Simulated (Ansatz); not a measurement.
Al: strain energy, fitted

Al, P6_3/mmc, a = 2.815 Å, c = 9.242 Å. This isn't the element's structure at ambient conditions. Ansatz: PBE+D3(BJ), PAW, 420 eV, Γ-centred 24×24×6 mesh on 4 atoms, Gaussian smearing 0.10 eV; no spin polarisation. Series: shear of c along a, cell held, atoms relaxed; x is the strain in per cent (engineering shear). y is the free energy over the unstrained cell, V0 = 15.853 Å³/atom. Symmetry makes y even in x.

| x (%) | y (meV/atom) |
| --- | --- |
| 0.0 | 0.00 |
| 1.0 | 0.13 |
| 2.0 | 0.59 |
| 3.0 | 1.40 |
| 4.0 | 2.52 |
| 6.0 | ? |

Task: Fit y = c2 x² + c4 x⁴ to the other rows, turn c2 into a modulus, and predict the missing energy.

Result: Least squares on the rows shown. y = 0.1488 x² + 0.0005578 x⁴. In eV per unit strain² c2 is 1.488; this is the shear stiffness (E = ½ C V0 γ²): 2 × 1.488 × 160.2 / (15.853) = 30 GPa. With a term in x⁶ added, the coefficient of x² becomes 0.1345, 10 % less, which shows how far this figure hangs on the form. At x = 6.0 the fit asked for gives 6.08 meV/atom. The run gave 5.68 meV/atom, so the fit is 0.40 meV/atom too high, 7 % of the span of the series, against an rms of 0.01 meV/atom on the fitted rows. The row lies outside the fitted range. With a term in x⁶ added, a fit to the same known rows predicts 3.31 meV/atom, which misses by about as much or more on the other side: the known rows don't fix the higher terms.